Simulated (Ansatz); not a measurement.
# BeS: the cost of one run

Program: Ansatz 0.2.0. Level of theory: DFT PBEsol, frozen-core PAW, scalar-relativistic unless said. These are calculated values, not measurements.

The COD entry's cell or inner coordinates are ideal or old and differ from later refinements, so a difference from it is no clean test against experiment.

## 1. The structure to begin with

Symmetry: F-43m, No. 216, cubic system. Conventional cell: a = 4.850 Å, b = 4.850 Å, c = 4.850 Å, α = 90.00°, β = 90.00°, γ = 90.00°. Be (site symmetry -43m) has 4 S at 2.10 Å as nearest neighbours. S (site symmetry -43m) has 4 Be at 2.10 Å as nearest neighbours.

As a file:

```cif
data_structure
_symmetry_space_group_name_H-M 'P 1'
_symmetry_Int_Tables_number 1
_cell_length_a 3.4295
_cell_length_b 3.4295
_cell_length_c 3.4295
_cell_angle_alpha 60.000
_cell_angle_beta 60.000
_cell_angle_gamma 60.000
_cell_volume 28.52
loop_
_atom_site_label
_atom_site_type_symbol
_atom_site_fract_x
_atom_site_fract_y
_atom_site_fract_z
_atom_site_occupancy
Be1 Be 0.00000 0.00000 0.00000 1
S1 S 0.75000 0.75000 0.75000 1
```

Cartesian axes are those of the input's lattice vectors. The structure goes back to a database entry.

## 2. Cell and atoms relaxed, PAW

input.yaml reads:

```yaml
crystal:
  lattice:
    - [0.0, 2.425, 2.425]
    - [2.425, 0.0, 2.425]
    - [2.425, 2.425, 0.0]
  atoms:
    - { symbol: Be, position: [0.0, 0.0, 0.0] }
    - { symbol: S, position: [0.75, 0.75, 0.75] }
kpoints:
  mp_grid: { grid: [18, 18, 18] }
scf:
  occupations: { method: fermi_dirac, width: 0.05 }
hamiltonian:
  xc: pbesol
  pseudopotentials: { kind: paw }
relax:
  f_tol: 0.002
  max_steps: 80
  cell: {}
output:
  forces: true
  stress: true
```

Started as:

```sh
$ ansatz run input.yaml --threads 1 --pin off --max-ram 2560MiB --backend cpu --events-out ev --progress --plain --runs-dir out
```

Q: Estimate wall time and peak memory on 1 thread of Intel Xeon Platinum 8375C at 2.90GHz (Ice Lake), shared host.

About 12 s, with a peak of 0.43 GiB.
